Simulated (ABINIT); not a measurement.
Here is an ABINIT 10.8.3 (patched build) calculation.

The input run.abi:

```
pp_dirpath "./"
pseudos "Ti.upf, O.upf"

acell 5.5168664482 5.5168664482 8.9062792254
rprim
     1.0000000000     0.0000000000     0.0000000000
    -0.5000000000     0.8660254038     0.0000000000
     0.0000000000     0.0000000000     1.0000000000
ntypat 2
znucl 22 8
natom 3
typat 1 1 2
xred
     0.3333333333     0.6666666667     0.7212600000
     0.6666666667     0.3333333333     0.2787400000
     0.0000000000     0.0000000000     0.0000000000

ecut 35.0

kptopt 1
ngkpt 8 8 4
nshiftk 1
shiftk 0.0 0.0 0.0

ixc 7

nband 19
occopt 3
tsmear 0.00183747

nstep 100
tolvrs 1.0e-10

iomode 3
prtwf 0
prtden 0
prteig 0
prtebands 0
```

Potentials or basis: PseudoDojo NC SR LDA v0.4.1 standard.

Command:

```console
$ abinit run.abi > log 2>&1
```

Problem. Estimate the band gap on the k mesh.

Solution. None (metal or under the smearing width).

Problem. What does it give for the largest force?

Solution. 1.480 eV/Å.

Forces in eV/Å, atoms in the order of the input:
```
Ti   0.000  0.000  1.480
Ti   0.000  0.000 -1.480
O    0.000  0.000  0.000
```

Caveat: semilocal functionals often make such compounds metallic where correlation or magnetic order opens a gap, which also shifts bond lengths; forces of over 1 eV/Å show positions far from the minimum, so gaps and moduli don't describe the material at rest.
